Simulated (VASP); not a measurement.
Set up this calculation in VASP 6.6.1, as the native input.

```
Task                   : single point
Functional             : PBE
Potentials or basis    : VASP PAW PBE potentials, release 64 (Cd, Te)
Cutoff                 : 520 eV
k mesh                 : 10 × 10 × 10
Occupations            : gaussian, width 0.01 eV
Spin                   : no spin polarisation
Dipole correction      : no
Further INCAR settings : ALGO = Normal; EDIFF = 1e-07; NBANDS = 16
```

The structure of CdTe lies in POSCAR:

```
CdTe
1.0
    0.0000000000      3.3092645829      3.3092645829
    3.3092645829      0.0000000000      3.3092645829
    3.3092645829      3.3092645829      0.0000000000
Cd Te
1 1
Direct
    0.0000000000      0.0000000000      0.0000000000
    0.7500000000      0.7500000000      0.7500000000
```

The cell isn't the ideal one: cell and atoms relaxed tightly for response.

The input as run:

INCAR

```
SYSTEM = CdTe
  PREC = Accurate
  ENCUT = 520
  EDIFF = 1E-7
  ISMEAR = 0
  SIGMA = 0.01
  LREAL = .FALSE.
  LASPH = .TRUE.
  NELM = 100
  ALGO = Normal
  ISIF = 2
  LWAVE = .FALSE.
  LCHARG = .FALSE.
  GGA = PE
  NBANDS = 16
```

KPOINTS

```
regular mesh
0
G
  10 10 10
  0 0 0
```

Potentials or basis: VASP PAW PBE potentials, release 64 (Cd, Te).

Command:

```console
$ cat potpaw_PBE.64/Cd/POTCAR potpaw_PBE.64/Te/POTCAR > POTCAR
$ mpirun -np 1 vasp_std > vasp.out
```

It gave:

The pressure is 0.1 GPa. The band gap on the k mesh is 0.58 eV, direct.

Caveat: spin-orbit coupling is left out, which moves the levels of the heavy elements.

Wall time 20 s on 1 thread of Intel(R) Xeon(R) 6975P-C (Granite Rapids), with other jobs on the host, peak memory 0.23 GiB.
